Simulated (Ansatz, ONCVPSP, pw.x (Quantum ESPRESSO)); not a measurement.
## pw.x on sc La: one setting changed

Potential: optimised norm-conserving Vanderbilt (ONCV), ONCVPSP 4.0.1.1 (patched build), PBE; core [Kr] 4d10, reference 5s2 5p6 5d1 6s2; waves: 5s+6s: rc 2.75 bohr, ncon 3, nbas 6, qcut 5.4 1/bohr, 2 projectors; 5p: rc 2.40 bohr, ncon 3, nbas 6, qcut 6.9 1/bohr, 2 projectors, debl 1.2 Ha; 5d: rc 3.00 bohr, ncon 4, nbas 8, qcut 5.6 1/bohr, 3 projectors, debl 0.6 Ha; f scattering state at 0.27 Ha: rc 2.60 bohr, ncon 4, nbas 8, qcut 4.2 1/bohr, 2 projectors, debl 0.5 Ha; local part: polynomial inside 1.85 bohr (lpopt 1, dvloc0 2 Ha); core correction: polynomial model core, fcfact 1.1. In the f channel the program set the typed energies aside and used -0.160, 0.340 Ha.

The reference run (k-mesh 10³, cutoffs 50/200 Ry, Fermi–Dirac 0.01 Ry, mixing_beta 0.4, conv_thr 1e-9, no spin) gives 0.24 GPa at 37.009 Å³/atom, where all-electron LAPW gives -0.04 GPa. This run, with its own iteration cap, changes mixing_ndim to 2.

```
&control
  calculation='scf', prefix='x', pseudo_dir='./', outdir='./tmp', tstress=.true., disk_io='none'
/
&system
  ibrav=0, nat=1, ntyp=1, ecutwfc=50, ecutrho=200, nbnd=13,
  occupations='smearing', smearing='fd', degauss=0.01
/
&electrons
  conv_thr=1e-09, mixing_beta=0.4, electron_maxstep=60, mixing_ndim=2
/
ATOMIC_SPECIES
La 1.0 La.UPF
CELL_PARAMETERS angstrom
  3.33249201 0.00000000 0.00000000
  0.00000000 3.33249201 0.00000000
  0.00000000 0.00000000 3.33249201
ATOMIC_POSITIONS crystal
La 0.0000 0.0000 0.0000
K_POINTS automatic
10 10 10 0 0 0
```

```bash
pw.x < La.scf.in > La.scf.out
```

Problem. How does the run end?

Solution. It converges in 9 iterations; the free energy moves by +0.0 meV/atom and the pressure by +0.00 GPa. The result is that of the reference run.

```
Message from routine setup:
     using ibrav=0 with symmetry is DISCOURAGED, use correct ibrav instead
     lattice parameter (alat)  =       6.2975  a.u.
     unit-cell volume          =     249.7491 (a.u.)^3
     number of electrons       =        11.00
     number of Kohn-Sham states=           13
     kinetic-energy cutoff     =      50.0000  Ry
     charge density cutoff     =     200.0000  Ry
     scf convergence threshold =      1.0E-09
     Exchange-correlation= PBE
     number of k points=    56  Fermi-Dirac smearing, width (Ry)=  0.0100
     iteration #  1     ecut=    50.00 Ry     beta= 0.40
     c_bands:  2 eigenvalues not converged
     c_bands:  1 eigenvalues not converged
     c_bands:  1 eigenvalues not converged
     [... 4 repeated lines left out ...]
     total energy              =     -99.75997684 Ry
     estimated scf accuracy    <       0.00314363 Ry
     iteration #  2     ecut=    50.00 Ry     beta= 0.40
     total energy              =     -99.75984089 Ry
     estimated scf accuracy    <       0.00074581 Ry
     iteration #  3     ecut=    50.00 Ry     beta= 0.40
     [... 1 repeated lines left out ...]
     total energy              =     -99.75991205 Ry
     estimated scf accuracy    <       0.00004612 Ry
     [... 3 iterations left out ...]
     iteration #  7     ecut=    50.00 Ry     beta= 0.40
     total energy              =     -99.75992016 Ry
     estimated scf accuracy    <          9.7E-09 Ry
     iteration #  8     ecut=    50.00 Ry     beta= 0.40
     [... 1 repeated lines left out ...]
     total energy              =     -99.75992016 Ry
     estimated scf accuracy    <          2.6E-09 Ry
     iteration #  9     ecut=    50.00 Ry     beta= 0.40
     the Fermi energy is    10.9944 ev
!    total energy              =     -99.75992016 Ry
     estimated scf accuracy    <          1.1E-10 Ry
     smearing contrib. (-TS)   =      -0.00867441 Ry
     The total energy is F=E-TS. E is the sum of the following terms:
     one-electron contribution =      -6.88366077 Ry
     hartree contribution      =       8.26597936 Ry
     xc contribution           =     -46.61778072 Ry
     ewald contribution        =     -54.51578363 Ry
     convergence has been achieved in   9 iterations
          total   stress  (Ry/bohr**3)                   (kbar)     P=        2.36
     Message from routine punch:
     Nothing written, as per user request (disk_io='none')
```

The run took about 32 s on one core of a shared host (Neoverse-N1, 64 threads, 124 GiB, load 60).
